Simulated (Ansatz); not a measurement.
**B: the crystal squeezed far**

An exercise on one series of results from a longer session: the logs are not shown, and one member is left open.

Method: DFT, PBE, PAW with Ansatz's default frozen-core files, scalar-relativistic, in Ansatz 0.2.0.

3 further runs of the same task are left out: 3 that didn't finish.

### The system as given

The structure is hexagonal, space group P6/mmm (No. 191). Conventional cell: a = 3.312 Å, b = 3.312 Å, c = 2.053 Å, α = 90.00°, β = 90.00°, γ = 120.00°. B (site symmetry 6/mmm) is surrounded by 14 B at 2.05 to 2.17 Å. Around B (site symmetry -6m2) lie 11 B at 1.91 to 2.17 Å.

Coordinates:

```cif
data_structure
_symmetry_space_group_name_H-M 'P 1'
_symmetry_Int_Tables_number 1
_cell_length_a 3.3116
_cell_length_b 3.3116
_cell_length_c 2.0532
_cell_angle_alpha 90.000
_cell_angle_beta 90.000
_cell_angle_gamma 120.000
_cell_volume 19.50
loop_
_atom_site_label
_atom_site_type_symbol
_atom_site_fract_x
_atom_site_fract_y
_atom_site_fract_z
_atom_site_occupancy
B1 B 0.00000 0.00000 0.00000 1
B2 B 0.33333 0.66667 0.50000 1
B3 B 0.66667 0.33333 0.50000 1
```

Whether this phase is the stable one at these pressures isn't tested.

Atoms are numbered in the order of the input: B1, B2, B3.

The first run:

Input file input.yaml:

```yaml
crystal:
  lattice:
    - [3.3115966154, 0.0, 0.0]
    - [-1.6557983077, 2.867926796, 0.0]
    - [0.0, 0.0, 2.0531899016]
  atoms:
    - { symbol: B, position: [0.0, 0.0, 0.0] }
    - { symbol: B, position: [0.3333333333, 0.6666666667, 0.5] }
    - { symbol: B, position: [0.6666666667, 0.3333333333, 0.5] }
kpoints:
  mp_grid: { grid: [12, 12, 16] }
scf:
  occupations: { method: fermi_dirac, width: 0.05 }
hamiltonian:
  xc: pbe
  pseudopotentials: { kind: paw }
output:
  forces: true
  stress: true
  write_density: true
  write_potential: true
  elf: true
  volumetric_format: npy
relax:
  f_tol: 0.005
  max_steps: 40
  cell: {}
```

Started as:

```bash
$ ansatz run input.yaml --threads 1 --pin off --max-ram 3072MiB --backend cpu --events-out ev --progress --plain --runs-dir out
```

Steps of the session up to this table: Cell relaxed at zero pressure, PAW; Volume scaled by 1, PAW; Shape and atoms relaxed at 0.7 of the volume, PAW; Volume scaled by 0.7, PAW; Shape and atoms relaxed at 0.6 of the volume, PAW; Volume scaled by 0.6, PAW; Shape and atoms relaxed at 0.5 of the volume, PAW; Volume scaled by 0.5, PAW; Shape and atoms relaxed at 0.4 of the volume, PAW; Volume scaled by 0.4, PAW; Volume scaled by 0.4, PAW (partial_waves polarizable).

One of the session's tables, all rows but one given; the rest of the session is left out.

 The rows PAW, 0.4 and PAW (partial_waves polarizable), 0.4 agree to the last digit and may rest on the same set-up.

```
                         method  volume over the first  volume (Å³/atom)  pressure (GPa)
                            PAW                      1                 ?               ?
                            PAW                    0.7             4.682          145.80
                            PAW                    0.6             4.013          270.89
                            PAW                    0.5             3.344          496.14
                            PAW                    0.4             2.675          871.11
PAW (partial_waves polarizable)                    0.4             2.675          871.11
```

**Question.** Estimate the row for PAW, 1.

As computed: volume (Å³/atom): 6.688; pressure (GPa): 0.01. In the column «volume (Å³/atom)» it is the highest.
